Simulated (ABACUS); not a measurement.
**MnO in ABACUS: the effect of functional**

The system is MnO.

```xyz
2
Lattice="0.0000 2.2239 2.2239 2.2239 0.0000 2.2239 2.2239 2.2239 0.0000" Properties=species:S:1:pos:R:3 pbc="T T T"
Mn    0.0000    0.0000    0.0000
O     2.2239    2.2239    2.2239
```

The cell is a database's computed one.

Alike in all runs:

```yaml
Program: ABACUS 3.10.1
Task: single point
Potentials_or_basis: SG15 ONCV 1.2 PBE
Cutoff: 1361 eV
Density_cutoff: 5442 eV
Basis: DZP LCAO (the cutoffs set its grid)
k_mesh: 7 × 7 × 7
Occupations: fermi-dirac, width 0.05 eV
Spin: collinear spin, ferromagnetic start
Starting_moments: "[4.0, 0.0] μB"
```

```tsv
functional	pressure (GPa)	moment (μB)
LDA	?	?
PBEsol	-4.7	4.75
AM05	-5.0	4.71
PW91	3.3	4.86
SCAN	1.9	5.00
TPSS	3.0	4.96
```

Question: What does the run with functional LDA give?

Answer: Pressure -13.9 GPa; moment 4.58 μB.

Caveats: the atomic orbitals were generated for these runs and aren't a published set; the potentials were made for another functional, which shifts forces and pressure; the basis of atomic orbitals isn't converged, which shifts pressures, moduli and gaps; a cell with one magnetic atom can't hold antiferromagnetic order, which such compounds often take.

Runs at the PBE level aren't shown here.
